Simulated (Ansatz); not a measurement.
**Si2Mo: response to strain**

Aim: deform Si2Mo (equal xx and yy strain of -2 %) and compute stress, forces and field gradients with LAPW, PAW and all-electron datasets made for the crystal.

Method: DFT PBEsol, scalar-relativistic, in Ansatz 0.2.0.

## (1) The system as given

Symmetry: I4/mmm, No. 139, tetragonal system. The conventional cell has a = 3.200 Å, b = 3.200 Å, c = 7.861 Å, α = 90.00°, β = 90.00°, γ = 90.00°. Si (site symmetry 4mm) has 5 Si at 2.61 to 2.63 Å and 5 Mo at 2.62 Å in its first shell of neighbours. Mo (site symmetry 4/mmm) is surrounded by 10 Si at 2.62 Å.

As a file:

```
Si Mo
1.0
    -1.60000    1.60000    3.93050
     1.60000   -1.60000    3.93050
     1.60000    1.60000   -3.93050
Si Mo
2 1
Direct
  0.33300 0.33300 0.00000
  0.66700 0.66700 0.00000
  0.00000 0.00000 0.00000
```

Atoms are numbered in the order of the input: Si1, Si2, Mo3.

## (2) The deformed structure

Space group I4/mmm before, I4/mmm after.

## (3) Full-potential LAPW

The input, input.yaml:

```yaml
crystal:
  lattice:
    - [-1.568, 1.568, 3.9305]
    - [1.568, -1.568, 3.9305]
    - [1.568, 1.568, -3.9305]
  atoms:
    - { symbol: Si, position: [0.333, 0.333, 0.0] }
    - { symbol: Si, position: [0.667, 0.667, 0.0] }
    - { symbol: Mo, position: [0.0, 0.0, 0.0] }
kpoints:
  mp_grid: { grid: [16, 16, 16] }
  band_path:
    path:
      - [0.0, 0.0, 0.0]
      - [0.0, 0.0, 0.5]
      - [0.25, 0.25, 0.25]
      - [0.0, 0.5, 0.0]
      - [0.0, 0.0, 0.0]
      - [0.5, 0.5, -0.5]
      - [0.2897865722, 0.7102134278, -0.2897865722]
      - [-0.2897865722, 0.2897865722, 0.2897865722]
      - [0.0, 0.0, 0.0]
    npoints: 5
scf:
  occupations: { method: fermi_dirac, width: 0.08 }
hamiltonian:
  xc: pbesol
  pseudopotentials: { kind: all_electron, lapw: { basis_error: 0.001 } }
output:
  forces: true
  stress: true
  eigenvalues: true
```

The run is started by

```bash
$ ansatz run input.yaml --threads 1 --pin off --max-ram 4096MiB --backend cpu --events-out ev --progress --plain --runs-dir out
```

Output:

```text
LAPW: plane waves up to 7.786 Å⁻¹, error target 1.0e-3 eV per atom; small_component_spin mean_spin; Si in spheres of 1.157 Å, 12 of its electrons in bands, Dirac shells []; Mo in spheres of 1.420 Å, 24 of its electrons in bands, Dirac shells []
Engine: ansatz 0.2.0
Pseudopotentials: kind: all_electron
Pseudopotential: Si, LAPW, valence charge 12, Koelling and Harmon's equation, gaussian nucleus
Pseudopotential: Mo, LAPW, valence charge 24, Koelling and Harmon's equation, gaussian nucleus
Functional definition: PBEsol
  exchange = pbesol_x
  correlation = pbesol_c
Crystal: 3 atoms, lattice volume = 38.654 Å³
Basis set: ecut = 230.94086938648408 eV, 309 PW (Γ), FFT grids on a1+a3, a2+a3, a3, exchange–correlation at level 2
Bands: 29, of which v1, the nominal top of the filled ones, is band 24 counted from 1 (23 counted from 0)
Symmetry: 16 space group operations
Space group: I4/mmm (ITA 139), of the structure as read, at distance tolerance 3.4e-5 Å
k-points: 349 of 4096
Non-local potential: Si, projectors of the file, none
Non-local potential: Mo, projectors of the file, none
Initial density: superposition of atomic densities (chi_scale 0.1, normalization cell, long waves kept (reshape's long-wave potential 0.00 eV rms))
Initial wavefunctions: plane waves of lowest kinetic energy (no species holds an atomic orbital)
Functional: x = pbesol(κ = 0.804, μ = 0.12345679012345678), c = pbesol(β = 0.046)
iter 1 solved again at ethr=1.66e-3 eV; its pass at ethr=1.00e-1 eV (dr2=7.97e-1 eV) is discarded
SCF iter   1: F=—  HF=-125877.836464 eV  |F-HF|=—  |Δ(HF+E_count)|=         —  Δρ=4.33e-2  dr2=7.99e-1  ethr=1.66e-3  ⟨swp⟩=2.0  Hψ=67255  notcnv=0
preconditioner: auto → Kerker (q_TF=auto, 2.829 Å⁻¹)  [metal: Δε(μ)=0.007 eV  Ē_g=8.798 eV  σ=0.080 eV  W_gap=0.02  n_scr=10 (ndim 8)  ℏωp=22.3 eV  f_vac=0.000  D(μ)=0.44/eV (n_scr^D=0)]
SCF iter   2: F=—  HF=-125877.245065 eV  |F-HF|=—  |Δ(HF+E_count)|=   5.91e-1  Δρ=2.71e-2  dr2=5.54e-1  ethr=1.66e-3  ⟨swp⟩=3.0  Hψ=31195  notcnv=0
SCF iter   3: F=—  HF=-125877.035866 eV  |F-HF|=—  |Δ(HF+E_count)|=   2.09e-1  Δρ=1.42e-2  dr2=6.75e-2  ethr=1.15e-3  ⟨swp⟩=2.0  Hψ=28295  notcnv=0
SCF iter   4: F=—  HF=-125877.009811 eV  |F-HF|=—  |Δ(HF+E_count)|=         —  Δρ=3.64e-3  dr2=8.71e-3  ethr=1.41e-4  ⟨swp⟩=2.0  Hψ=28821  notcnv=0
the basis was enlarged: its passes take 366.0 KiB over the memory plan, 1 of 1 planned eigensolver slots
SCF iter   5: F=—  HF=-125877.009253 eV  |F-HF|=—  |Δ(HF+E_count)|=   5.58e-4  Δρ=1.89e-3  dr2=2.25e-3  ethr=1.81e-5  ⟨swp⟩=2.4  Hψ=28621  notcnv=0
SCF iter   6: F=—  HF=-125877.008055 eV  |F-HF|=—  |Δ(HF+E_count)|=   1.20e-3  Δρ=9.02e-4  dr2=5.36e-4  ethr=4.68e-6  ⟨swp⟩=2.0  Hψ=28390  notcnv=0
iter 7 solved again at ethr=4.33e-8 eV; its pass at ethr=1.12e-6 eV (dr2=2.08e-5 eV) is discarded
SCF iter   7: F=—  HF=-125877.007718 eV  |F-HF|=—  |Δ(HF+E_count)|=   3.37e-4  Δρ=1.77e-4  dr2=2.08e-5  ethr=4.33e-8  ⟨swp⟩=2.0  Hψ=49066  notcnv=0
SCF iter   8: F=—  HF=-125877.007710 eV  |F-HF|=—  |Δ(HF+E_count)|=   8.90e-6  Δρ=3.40e-5  dr2=8.22e-7  ethr=4.33e-8  ⟨swp⟩=2.0  Hψ=28389  notcnv=0
SCF iter   9: F=—  HF=-125877.007709 eV  |F-HF|=—  |Δ(HF+E_count)|=   6.28e-8  Δρ=1.38e-5  dr2=1.67e-7  ethr=1.71e-9  ⟨swp⟩=2.0  Hψ=28389  notcnv=0
SCF iter  10: F=-125877.007709 eV  HF=-125877.007709 eV  |F-HF|=9.43e-9  |Δ(HF+E_count)|=   4.58e-8  Δρ=2.67e-6  dr2=5.29e-9  ethr=3.48e-10  ⟨swp⟩=2.0  Hψ=28389  notcnv=0
SCF 1 converged in 10 iterations: F = -125877.007709 eV  dr2 = 5.29e-9
NSCF: frozen V_eff on 41 k-points
SCF converged after 10 iterations
Free energy (F): -125877.007709 eV
Harris-Foulkes:  -125877.007709 eV  (|F-HF|=9.43e-9)
Internal energy: -125877.001416 eV  (E = F + TS)
E sigma→0 (E₀):  -125877.004563 eV
Entropy (-TS):   -0.006293 eV (-2.098 meV/atom)
Fermi energy:    18.922150 eV
--- Per-component energies (eV) ---
  E_band       = -3283.588430
  E_kinetic    = 129909.741370
  E_xc         = -4424.936086
  E_electrostatic = -251361.806700  (all electrons and nuclei)
  E_smearing   = -0.006293  (= −TS)
  E_closure    = 0.000000  (closes the sum)
  E_atoms      = -125851.974525  (free atoms, spherical and without spin; not in F)
  Σ components = -125877.007709   (vs F -125877.007709, Δ=0.00e0)
  Basis errors (estimates in eV, not in F): energy 3.2e-4 per atom: plane waves 2.8e-4 (1.5e-4 summed), levels above the bands 1.3e-30, relativity 1.1e-8, radial functions 4.1e-5, core shells 1.5e-6; eigenvalues (radial functions only) 1.7e-6; not estimated: angular momenta, meshes, grids; target (lapw.basis_error) 1.0e-3; muffin-tin radii Si 1.157 Å, Mo 1.420 Å
--- Forces (eV/Å), atoms counted from 1 ---
  atom   1  Si     0.00000000     0.00000000     0.26353376
  atom   2  Si     0.00000000     0.00000000    -0.26353376
  atom   3  Mo     0.00000000     0.00000000     0.00000000
  max |Σ_I F_I| component: 4.34e-19 eV/Å
--- Stress (GPa, compression-positive) ---
        9.072065       0.000000      -0.000000
        0.000000       9.072065       0.000000
       -0.000000       0.000000       0.625400
  P = ⅓ Tr σ = 6.2565 GPa (62.565 kbar)
--- Band table (eV; the first three rows and the last of 349) ---
  k-point 0: bands = ["-198.3278", "-198.3155", "-198.2966", "-198.2947", "-198.2947", "-115.0899", "-115.0875", "-71.3781", "-71.3781", "-71.3720", "-71.3720", "-71.3653", "-71.3575", "-41.6938", "-15.9259", "-15.7706", "-15.7706", "5.1008", "12.2517", "15.2269", "15.6173", "16.2201", "16.2201", "19.4410", "21.8498", "22.3481", "22.8040", "22.8040", "23.0447"]
  k-point 1: bands = ["-198.3278", "-198.3155", "-198.2966", "-198.2947", "-198.2947", "-115.0898", "-115.0875", "-71.3782", "-71.3779", "-71.3724", "-71.3720", "-71.3651", "-71.3576", "-41.6919", "-15.9233", "-15.7828", "-15.7809", "5.2281", "12.3703", "14.8255", "15.6624", "15.8724", "16.6480", "18.9661", "21.9173", "22.1417", "22.5797", "22.8566", "23.3692"]
  k-point 2: bands = ["-198.3278", "-198.3155", "-198.2966", "-198.2947", "-198.2947", "-115.0897", "-115.0876", "-71.3783", "-71.3773", "-71.3735", "-71.3720", "-71.3647", "-71.3577", "-41.6867", "-15.9161", "-15.8168", "-15.8104", "5.6025", "12.6952", "14.2588", "15.0860", "15.8006", "17.1902", "17.8843", "21.4454", "22.4969", "22.5210", "22.9677", "23.6280"]
  k-point 348: bands = ["-198.3278", "-198.3155", "-198.2966", "-198.2947", "-198.2947", "-115.0895", "-115.0879", "-71.3784", "-71.3784", "-71.3717", "-71.3717", "-71.3615", "-71.3614", "-41.6930", "-15.9539", "-15.7723", "-15.7723", "6.9141", "8.6647", "15.1412", "16.4735", "18.2611", "18.2611", "18.5166", "18.5166", "19.5716", "23.3223", "24.4540", "24.7225"]
```

Run time: 1.9 min. Hardware: 1 thread of Arm Neoverse V1, shared host; peak memory 1.1 GiB.

In short: pressure 6.26 GPa; no gap; largest force 0.264 eV/Å.

## (4) Frozen-core PAW

The input, input.yaml:

```yaml
crystal:
  lattice:
    - [-1.568, 1.568, 3.9305]
    - [1.568, -1.568, 3.9305]
    - [1.568, 1.568, -3.9305]
  atoms:
    - { symbol: Si, position: [0.333, 0.333, 0.0] }
    - { symbol: Si, position: [0.667, 0.667, 0.0] }
    - { symbol: Mo, position: [0.0, 0.0, 0.0] }
kpoints:
  mp_grid: { grid: [16, 16, 16] }
scf:
  occupations: { method: fermi_dirac, width: 0.08 }
hamiltonian:
  xc: pbesol
  pseudopotentials: { kind: paw }
output:
  forces: true
  stress: true
  eigenvalues: true
  efg: { contact_densities: true }
```

The run is started by

```bash
$ ansatz run input.yaml --threads 1 --pin off --max-ram 4096MiB --backend cpu --events-out ev --progress --plain --runs-dir out
```

Output:

```text
basis.fft_grid_basis auto: the FFT boxes are laid along the combinations [[1, 0, 1], [0, 1, 1], [0, 0, 1]] of the cell's own vectors, 3.136, 3.136 and 4.513 Å long. The dense box has 24×24×32 points. Along the cell's own vectors, as sized, it would have 32×32×32, 1.78 times as many. Of the 16 symmetry operations that the crystal satisfies within crystal.symmetry.tolerance (time reversal apart; of a slab, those that keep its plane) the dense box along the cell's own vectors carries 16, and the one as laid loses 12 of those. basis.fft_grid_basis: typed keeps the cell's own vectors: state it where this run's energies or levels are differenced outside the engine with another run's, or held beside a run that keeps those vectors.
Mo: output.efg is read without spin–orbit coupling, which moves field gradients at and beside such atoms by some per cent and up to a factor of two; PAW files take it under magnetization.noncollinear and magnetization.spin_orbit
[... 1 set-up line as earlier in the session ...]
Pseudopotentials: kind: paw
Pseudopotential: Si, paw, valence charge 4, recommended cutoff 420 eV (normal)
Pseudopotential: Mo, paw, valence charge 14, recommended cutoff 420 eV (normal)
[... 3 set-up lines as earlier in the session ...]
Crystal: 3 atoms, lattice volume = 38.654 Å³
Basis set: ecut = 420 eV, 769 PW (Γ), FFT grids on a1+a3, a2+a3, a3, exchange–correlation on 48×48×64 points (8 copies of the dense FFT grid, shifted against one another)
Bands: 15, of which v1, the nominal top of the filled ones, is band 11 counted from 1 (10 counted from 0)
[... 2 set-up lines as earlier in the session ...]
k-points: 349 of 4096
Non-local potential: Si, projectors of the file, l = 0: 2, l = 1: 2, l = 2: 2
Non-local potential: Mo, projectors of the file, l = 0: 3, l = 1: 2, l = 2: 2, l = 3: 1
PAW form: soft (Blöchl's): semilocal exchange-correlation on the pseudo side does not see the compensation charge
PAW frozen core: Si, regenerated for the run's functional, and the local potential with it (the file was generated under x = pbe(κ = 0.804, μ = 0.2195149727645171), c = pbe(β = 0.06672455060314922))
PAW frozen core: Mo, regenerated for the run's functional, and the local potential with it (the file was generated under x = pbe(κ = 0.804, μ = 0.2195149727645171), c = pbe(β = 0.06672455060314922))
PAW one-centre angular grid: Si, 110 points (default); XC on 64 Gauss nodes
PAW one-centre angular grid: Mo, 590 points (default); XC on 64 Gauss nodes
Initial density: superposition of atomic densities (neutral atoms: chi_scale 0, normalization atom), corrected by the library's trained network
Initial wavefunctions: pseudopotential atomic-orbital guess
[... 1 set-up line as earlier in the session ...]
SCF iter   1: F=—  HF=-6142.231154 eV  |F-HF|=—  |Δ(HF+E_count)|=         —  Δρ=5.60e-3  dr2=1.02e-2  ethr=1.77e-3  ⟨swp⟩=5.1  Hψ=30109  notcnv=0
preconditioner: auto → Kerker (q_TF=auto, 2.484 Å⁻¹)  [metal: Δε(μ)=0.019 eV  Ē_g=7.984 eV  σ=0.080 eV  W_gap=0.06  n_scr=10 (ndim 8)  ℏωp=22.3 eV  f_vac=0.000  D(μ)=0.28/eV (n_scr^D=0)]
SCF iter   2: F=—  HF=-6142.229094 eV  |F-HF|=—  |Δ(HF+E_count)|=   2.06e-3  Δρ=2.88e-3  dr2=2.70e-3  ethr=4.63e-5  ⟨swp⟩=1.0  Hψ=8040  notcnv=0
SCF iter   3: F=—  HF=-6142.228372 eV  |F-HF|=—  |Δ(HF+E_count)|=   7.23e-4  Δρ=5.90e-4  dr2=2.03e-4  ethr=1.23e-5  ⟨swp⟩=2.4  Hψ=8771  notcnv=0
SCF iter   4: F=—  HF=-6142.228319 eV  |F-HF|=—  |Δ(HF+E_count)|=   5.22e-5  Δρ=1.40e-4  dr2=6.18e-6  ethr=9.25e-7  ⟨swp⟩=2.4  Hψ=7486  notcnv=0
SCF iter   5: F=—  HF=-6142.228314 eV  |F-HF|=—  |Δ(HF+E_count)|=   5.54e-6  Δρ=2.26e-5  dr2=2.06e-7  ethr=2.81e-8  ⟨swp⟩=2.0  Hψ=7341  notcnv=0
SCF iter   6: F=-6142.228314 eV  HF=-6142.228314 eV  |F-HF|=2.51e-9  |Δ(HF+E_count)|=   3.25e-8  Δρ=3.56e-6  dr2=4.30e-9  ethr=4.55e-10  ⟨swp⟩=4.9  Hψ=21953  notcnv=0
SCF 1 converged in 6 iterations: F = -6142.228314 eV  dr2 = 4.30e-9
SCF converged after 6 iterations
Free energy (F): -6142.228314 eV
Harris-Foulkes:  -6142.228314 eV  (|F-HF|=2.51e-9)
Internal energy: -6142.222026 eV  (E = F + TS)
E sigma→0 (E₀):  -6142.225170 eV
Entropy (-TS):   -0.006288 eV (-2.096 meV/atom)
Fermi energy:    16.695075 eV
--- Per-component energies (eV) ---
  E_band       = -32.739477
  E_kinetic    = 534.936886
  E_local      = -1125.278955  (includes V_loc(G=0)·N_el)
  E_nonlocal   = 195.361664
  E_hartree    = 421.620328
  E_xc         = -298.084888
  E_vxc        = -330.483563  (∫ρ·V_xc dr)
  E_paw        = -4141.994125  (= ΣΔE_a)
  E_vpaw       = -150.514118  (= ΣTr[D̂ρ^β])
  E_aug_tail   = 0.000032  (compensation charges beyond the density's cutoff)
  E_ewald      = -1729.055389
  E_core_change = 0.272421  (= ΣΔE_core)
  E_smearing   = -0.006288  (= −TS)
  E_closure    = 0.000000  (closes the sum)
  Σ components = -6142.228314   (vs F -6142.228314, Δ=0.00e0)
--- Forces (eV/Å), atoms counted from 1 ---
  atom   1  Si     0.00000000     0.00000000     0.26472476
  atom   2  Si    -0.00000000     0.00000000    -0.26472476
  atom   3  Mo    -0.00000000     0.00000000    -0.00000000
  max |Σ_I F_I| component: 5.55e-17 eV/Å
--- Stress (GPa, compression-positive) ---
        9.037840       0.000000      -0.000000
        0.000000       9.037840       0.000000
        0.000000      -0.000000       0.590338
  P = ⅓ Tr σ = 6.2220 GPa (62.220 kbar)
--- PAW observables at the nuclei: V_zz in 10²¹ V/m², potentials from the cell's mean, atoms counted from 1 ---
  atom   1  Si V_zz =    -0.938910   η = 0.0000   by run symmetry: allowed
            electrostatic potential = -1369.079569 V   contact ρ = 12761.039346 e/Å³
  atom   2  Si V_zz =    -0.938910   η = 0.0000   by run symmetry: allowed
            electrostatic potential = -1369.079569 V   contact ρ = 12761.039346 e/Å³
  atom   3  Mo V_zz =    -4.023566   η = 0.0000   by run symmetry: allowed
            electrostatic potential = -6358.893326 V   contact ρ = 594299.565968 e/Å³
--- Band table (eV; the first three rows and the last of 349) ---
  k-point 0: bands = ["-43.9222", "-18.1575", "-18.0019", "-18.0019", "2.8740", "10.0262", "13.0026", "13.3895", "13.9930", "13.9930", "17.2126", "19.6193", "20.1232", "20.5784", "20.5784"]
  k-point 1: bands = ["-43.9204", "-18.1549", "-18.0142", "-18.0123", "3.0013", "10.1448", "12.6008", "13.4346", "13.6456", "14.4212", "16.7384", "19.6920", "19.9112", "20.3521", "20.6307"]
  k-point 2: bands = ["-43.9151", "-18.1476", "-18.0481", "-18.0418", "3.3759", "10.4698", "12.0339", "12.8597", "13.5729", "14.9631", "15.6576", "19.2199", "20.2685", "20.2909", "20.7411"]
  k-point 348: bands = ["-43.9216", "-18.1853", "-18.0036", "-18.0036", "4.6879", "6.4386", "12.9136", "14.2458", "16.0330", "16.0330", "16.2917", "16.2917", "17.3431", "21.0994", "22.2271"]
```

It took 12 s on 1 thread of Arm Neoverse V1, shared host; peak memory 0.48 GiB.

Read from it: pressure 6.22 GPa; no gap; largest force 0.265 eV/Å; Vzz Si1 -0.94 (η = 0.00), Mo3 -4.02 (η = 0.00) (10²¹ V/m²).

(Part 1 of 2 ends here.)
